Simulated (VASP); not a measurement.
# CdS, energy difference of two geometries: which settings are enough?

CdS, P6_3mc (no. 186), 4 atoms in the cell. PBE, energy difference of two geometries; PAW potentials Cd, S (PBE set). VASP 6.6.1.

Wanted: energy difference within 0.5 meV/atom.

What the run is for: energy difference; Accuracy asked: standard; Second geometry: volume scaled by 1.06.

The series start from Plane-wave cutoff (eV): 360; k-point mesh: 6 × 6 × 4; Precision mode (PREC): Accurate; Electronic threshold (eV): 1e-6; Aspherical gradient terms in the spheres (LASPH): yes; Electronic algorithm: ALGO=Normal. Each series keeps the choices made before it, and each single choice may use up half of a tolerance. Times cover all steps of a run.

## Plane-wave cutoff (eV)

| Plane-wave cutoff (eV) | Energy difference (meV/atom) | Time (s) |
|---|---|---|
| 220 | -7.90 | 14 |
| 280 | -7.46 | 17 |
| 320 | -6.97 | 23 |
| 360 | -6.87 | 26 |
| 410 | -6.76 | 30 |
| 480 | -6.72 | 39 |
| 580 | -6.68 | 47 |
| 720 (reference) | -6.67 | 68 |

Chosen: 360, the loosest value from which every tighter one stays within half of the tolerance.

## k-point mesh

| k-point mesh | Energy difference (meV/atom) | Time (s) |
|---|---|---|
| 2 × 2 × 1 | -12.68 | 7.5 |
| 3 × 3 × 2 | -9.74 | 11 |
| 4 × 4 × 2 | -7.31 | 14 |
| 5 × 5 × 3 | -6.91 | 15 |
| 6 × 6 × 4 | -6.87 | 26 |
| 8 × 8 × 4 | -6.83 | 35 |
| 10 × 10 × 5 | -6.82 | 46 |
| 12 × 12 × 7 (reference) | -6.82 | 83 |

Chosen: 5 × 5 × 3.

## Precision mode (PREC)

| Precision mode (PREC) | Energy difference (meV/atom) | Time (s) |
|---|---|---|
| SingleN | -6.45 | 9.4 |
| Normal | -6.86 | 9.6 |
| Single | -6.92 | 13 |
| Accurate (reference) | -6.91 | 15 |

Chosen: Normal.

## Electronic threshold (eV)

| Electronic threshold (eV) | Energy difference (meV/atom) | Time (s) |
|---|---|---|
| 0.001 | -6.86 | 6.9 |
| 0.0001 | -6.86 | 8.6 |
| 1e-5 | -6.86 | 8.7 |
| 1e-6 | -6.86 | 9.6 |
| 1e-7 | -6.86 | 11 |
| 1e-8 (reference) | -6.86 | 12 |

Chosen: 0.001.

## Aspherical gradient terms in the spheres (LASPH)

| Aspherical gradient terms in the spheres (LASPH) | Energy difference (meV/atom) | Time (s) |
|---|---|---|
| no | -6.90 | 5.4 |
| yes (reference) | -6.86 | 6.9 |

Chosen: no.

## Electronic algorithm

| Electronic algorithm | Energy difference (meV/atom) | Time (s) |
|---|---|---|
| ALGO=Normal | -6.90 | 5.4 |
| ALGO=Fast | -6.90 | 5.1 |
| ALGO=VeryFast | -6.89 | 6.3 |
| ALGO=All ISEARCH=1 | -6.93 | 5.8 |
| ALGO=All ISEARCH=0 | -6.93 | 6.6 |
| ALGO=Damped TIME=0.4 | -6.91 | 6.4 |
| ALGO=Damped TIME=0.1 | -6.98 | 8.4 |
| ALGO=Old Fast | -6.89 | 4.8 |

Chosen: ALGO=Old Fast; it saves 0.6 s of 5.4, so ALGO=Normal would do nearly as well.

## All choices together

| Input | Energy difference (meV/atom) | Time (s) |
|---|---|---|
| the program's defaults (naive) | -8.72 | 4.3 |
| chosen settings | -6.89 | 4.8 |
| reference settings throughout | -6.65 | 308 |

The tolerance is met.

## The input

INCAR:
```
SYSTEM = CdS
ALGO = Old Fast
EDIFF = 0.001
EFERMI = MIDGAP
ENCUT = 360
GGA = PE
GGA_COMPAT = .FALSE.
ISIF = 2
ISMEAR = 0
LASPH = .FALSE.
LCHARG = .FALSE.
LREAL = .FALSE.
LWAVE = .FALSE.
NELM = 120
PREC = Normal
SIGMA = 0.03
```

KPOINTS:
```
Automatic mesh
0
Gamma
  5 5 3
  0 0 0
```

POSCAR.step1:
```
CdS
1.0
    4.1500000000      0.0000000000      0.0000000000
   -2.0750000000      3.5940054257      0.0000000000
    0.0000000000      0.0000000000      6.7370000000
Cd S
2 2
Direct
    0.6666666667      0.3333333333      0.5000000000
    0.3333333333      0.6666666667      0.0000000000
    0.6666666667      0.3333333333      0.8750000000
    0.3333333333      0.6666666667      0.3750000000
```

POSCAR.step2:
```
CdS
1.0
    4.2313932131      0.0000000000      0.0000000000
   -2.1156966065      3.6644940159      0.0000000000
    0.0000000000      0.0000000000      6.8691315847
Cd S
2 2
Direct
    0.6666666667      0.3333333333      0.5000000000
    0.3333333333      0.6666666667      0.0000000000
    0.6666666667      0.3333333333      0.8750000000
    0.3333333333      0.6666666667      0.3750000000
```

Commands (each step's output is kept before the next begins):
```
cat potpaw_PBE.64/Cd/POTCAR potpaw_PBE.64/S/POTCAR > POTCAR
cp POSCAR.step1 POSCAR
mpirun -np 1 vasp_std > vasp.out
cp POSCAR.step2 POSCAR
mpirun -np 1 vasp_std > vasp.out
```

The chosen input took VASP 6.6.1 4.8 s on 1 core (Intel Xeon 6975P-C (Granite Rapids)), a shared host.

## An input that fails: too few bands

VASP's message: The number of bands is not sufficient to hold all electrons. I am sorry, but this calculation does not make sense. If you want to calculate only selected states, you need to set either EFERMI or EREF. EREF specifies around which energy states are supposed to be calculated. I found NBANDS = 17, NELECT = ….

Changes against the starting input:
```
- NELM = 120
+ NELM = 76
+ NBANDS = 17
```
